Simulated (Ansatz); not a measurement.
Zincblende BN, relaxed with r2SCAN in the plane-wave code Ansatz: it is cubic, F-43m (No. 216); a = 3.610 Å in the conventional setting, 5.88 Å³ an atom. B has 4 N at 1.56 Å; N has 4 B at 1.56 Å. The cell was then strained (x, y and z are the cube axes), with the atoms relaxed again; stress is positive in compression. Calculated for a static, non-magnetic cell.

- Uniaxial -1.0 % along z, other directions held: r2SCAN's stress changes by +8.33 GPa along the strain and +1.85 GPa across it.
- Isotropic -1.0 % on every length: the pressure changes by +12.49 GPa, and the HSE06 gap (Γ → X) goes from 5.794 to 5.832 eV.
- Epitaxial strain of -1.0 % in the (001) plane: the free normal strain is +0.43 % and the in-plane stress changes by +9.59 GPa.
- In that film r2SCAN's threefold valence top at Γ splits as 2+1 from the top, by 0.150 eV.
- Uniaxial strain of -1.35 % along [111], atoms relaxed: the xy stress changes by +4.395 GPa.

Estimate C₁₁, C₁₂ and the bulk modulus from the uniaxial step.
With compression positive, C₁₁ ≈ −Δσ∥/ε = (-8.33)/(-0.0100) = 833 GPa and C₁₂ ≈ (-1.85)/(-0.0100) = 185 GPa; B = (C₁₁ + 2C₁₂)/3 = 401 GPa. A one-sided step carries third-order terms: it reads high by some per cent.

What bulk modulus does the isotropic step give?
Δ ln V = 3 ln(0.9900) = -0.0302, so B ≈ −ΔP/Δ ln V = 414 GPa, against 401 GPa from C₁₁ and C₁₂; one-sided steps of finite size carry third-order terms.

Give the volume deformation potential of that gap and its pressure coefficient.
a_V = ΔE_g/Δ ln V = (+0.038)/(-0.0302) = -1.26 eV; dE_g/dP = −a_V/B = +3 meV/GPa, with HSE06's gap and r2SCAN's modulus.

What do the film's normal strain and stress say about the elastic constants?
ε⊥/ε∥ = (+0.0043)/(-0.0100) = -0.43, which linear elasticity sets to −2C₁₂/C₁₁ = -0.44 from the uniaxial step. The biaxial modulus is M = −Δσ/ε∥ = 959 GPa (C₁₁ + C₁₂ − 2C₁₂²/C₁₁ = 936 GPa).

How much elastic energy does the film store, with 5.88 Å³ an atom?
u = M ε∥² = −Δσ ε∥ = -9.59 × (-0.0100) = 0.0959 GPa, and 1 GPa Å³ is 6.2415 meV: 3.52 meV an atom. The total energies of the two runs differ by 3.48 meV an atom.

Extract the shear deformation potential b.
Without spin-orbit coupling the splitting is 3|b| |ε_zz − ε_xx| = 3|b| × 0.0143, so |b| = 0.150/0.0429 = 3.50 eV.

Estimate C₄₄.
A strain ε along [111] has ε_xy = ε/3 = -0.00450, an engineering shear of 2ε/3, so C₄₄ ≈ −Δσ_xy/(2ε/3) = 488 GPa, atoms relaxed.

Where an edge lies off the special points, it is a point of the mesh or the k point where a search put PBE's edge or least direct gap, reused for the other functionals, whose own edges may lie a little apart.

The meshes of the hybrids are coarse, so their gaps aren't converged to the digits shown.
